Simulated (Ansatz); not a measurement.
Write the native input for Ansatz 0.2.0 that does the following.

- Task: relaxation of cell and atoms
- Functional: PBEsol
- Potentials or basis: all-electron LAPW, scalar-relativistic
- Basis error allowed: 0.001 eV/atom
- k mesh: 9 × 9 × 9
- Occupations: fermi-dirac, width 0.05 eV
- Spin: no spin polarisation
- Target pressure: 30 GPa

The system is AlPt.

```
Pt Al
1.0
     3.09155    0.00000    0.00000
     0.00000    3.09155    0.00000
     0.00000    0.00000    3.09155
Pt Al
1 1
Direct
  0.50000 0.50000 0.50000
  0.00000 0.00000 0.00000
```

Measurements of this composition are mostly on another form, of space group No. 198.

These files were run (other wordings do the same):

input.yaml

```yaml
crystal:
  lattice:
    - [3.091546, 0.0, 0.0]
    - [0.0, 3.091546, 0.0]
    - [0.0, 0.0, 3.091546]
  atoms:
    - { symbol: Pt, position: [0.5, 0.5, 0.5] }
    - { symbol: Al, position: [0.0, 0.0, 0.0] }
kpoints:
  mp_grid: { grid: [9, 9, 9] }
scf:
  occupations: { method: fermi_dirac, width: 0.05 }
hamiltonian:
  xc: pbesol
  pseudopotentials: { kind: all_electron, lapw: { basis_error: 0.001 } }
output:
  forces: true
  stress: true
relax:
  f_tol: 0.02
  max_steps: 60
  cell: { p_target: 30 }
```

Potentials or basis: all-electron LAPW, scalar-relativistic.

Command:

```sh
$ ansatz run input.yaml --threads 1 --pin off --max-ram 3072MiB --backend cpu --events-out ev --progress --plain --runs-dir out
```

Results of the run:

```yaml
Relaxed_volume: 12.79 Å³/atom
Relaxed_cell: a = 2.946 Å, b = 2.946 Å, c = 2.946 Å, α = 90.00°, β = 90.00°, γ = 90.00°
Space_group_after_relaxing_to_0.05_Å: Pm-3m (No. 221)
Energy_change_on_relaxing_the_enthalpy_is_what_falls: +121.9 meV/atom
Ionic_steps: 5
Pressure_after_relaxing: 30.0 GPa
```

Run time: 31 s on 1 thread of Arm Neoverse V1, with other jobs on the host, peak memory 0.31 GiB.
